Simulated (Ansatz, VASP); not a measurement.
# One calculation of SnSe2, two programs

The input INCAR:

```
PREC = Accurate
ENCUT = 520
EDIFF = 1E-6
ISMEAR = 0
SIGMA = 0.01
LREAL = F
LASPH = T
NELM = 60
ALGO = Normal
ISIF = 2
LWAVE = F
LCHARG = F
GGA = PE
NBANDS = 20
```

File KPOINTS:

```
Automatic mesh
0
Gamma
  6 6 4
```

File POSCAR:

```
SnSe2
1.0
    3.8110000000      0.0000000000      0.0000000000
   -1.9055000000      3.3004228100      0.0000000000
    0.0000000000      0.0000000000      6.1360000000
Sn Se
1 2
Direct
    0.0000000000      0.0000000000      0.0000000000
    0.3333333343      0.6666666687      0.2490000000
    0.6666666672      0.3333333343      0.7510000000
```

Input for Ansatz:

```yaml
crystal:
  lattice:
    - [3.811, 0.0, 0.0]
    - [-1.9055, 3.30042281, 0.0]
    - [0.0, 0.0, 6.136]
  atoms:
    - { symbol: Sn, position: [0.0, 0.0, 0.0] }
    - { symbol: Se, position: [0.3333333343433049, 0.6666666686866098, 0.24900000000000003] }
    - { symbol: Se, position: [0.6666666671716525, 0.3333333343433049, 0.751] }
kpoints:
  mp_grid:
    grid: [6, 6, 4]
  band_path:
    path:
      - [0.0, 0.0, 0.0]
      - [0.5, 0.0, 0.0]
      - [0.33333, 0.33333, 0.0]
      - [0.0, 0.0, 0.0]
      - [0.0, 0.0, 0.5]
      - [0.5, 0.0, 0.5]
      - [0.33333, 0.33333, 0.5]
      - [0.0, 0.0, 0.5]
    npoints: 4
hamiltonian:
  xc: pbe
scf:
  n_extra_bands: 6
  occupations:
    method: fixed
output:
  stress: true
```

Alike in both runs: task single point; functional PBE; k mesh 6 × 6 × 4; no spin polarisation.

|  | VASP | Ansatz |
| --- | --- | --- |
| version | VASP 6.6.1 | Ansatz 0.2.0 |
| potentials or method | VASP PAW PBE potentials, release 64 (Sn_d, Se) | plane waves, PAW |
| plane-wave cutoff (eV) | 520 | 420 |
| occupations | gaussian, width 0.01 eV | fixed |
| valence electrons in the cell | 26 | 46 |

VASP gave:

- gap on the k mesh at the Fermi level (eV): 0.82
- pressure (GPa): 5.7
- largest component of the traceless stress (GPa): 0.91

**Question.** What did Ansatz give for the same quantities?

**Answer.** gap on the k mesh at the Fermi level (eV): 0.82; pressure (GPa): 5.6; largest component of the traceless stress (GPa): 0.91.

The two sets of potentials don't hold the same shells in valence.

Caveats: spin-orbit coupling is left out, which moves the levels of the heavy elements; this functional lacks dispersion, which binds the layers, so the pressure and a relaxed spacing across them are unreliable. A k mesh can miss the band edges.
